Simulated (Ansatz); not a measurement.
# Gate voltage at the highest density: black phosphorene monolayer

A layer charged from two gates alike needs a voltage that grows with the carrier density; the slope is e over the total capacitance.

Set-up. Ansatz 0.2.0, plane waves with PAW datasets (its set soft_1), PBE-D3(BJ); isolated slab, charged sheets 5 Å from the outer atoms behind model barriers, atoms held, Fermi-Dirac smearing of 0.02585 eV. The voltage is that of the gates (their mean) against the layer's Fermi level, from the uncharged case, which has a gap of 0.75 eV.

```
  run  added electrons (10¹³ per cm²)  gate voltage (V)
run 1                            1.00              0.73
run 2                            3.00              1.46
run 3                            6.00              2.51
run 4                           10.00                 ?
```

Q: Estimate the withheld value from the rows shown.

A least-squares line through the 3 rows shown has slope 0.3555 and intercept 0.3817; no row lies more than 0.01 V off it. The capacitance is 1.602/0.3555 = 4.51 µF/cm², against 3.54 µF/cm² for plates 5 Å apart in vacuum on both sides; it is the larger, as where the added charge has its centre outside the outer atoms (not examined here). The intercept is mostly the shift of the Fermi level from inside the gap to the band edge. At 10.00 it gives 0.3555 × 10.00 + 0.3817 = 3.94 V, beyond the rows fitted. Rounding and scatter of the rows alone allow about ±0.031 V there.

The run itself gives 3.85 V: a miss of −0.09 V, or 2.3 % of the value. The capacitance rises a little towards the highest density.

Caveats: The gates are model sheets, not atoms, and low densities sample few k-points.

[Logs are printed without paths, hosts, clocks, repeated set-up lines and the standing remarks that a program may print on its own settings, such as how far it seeks lower states.]
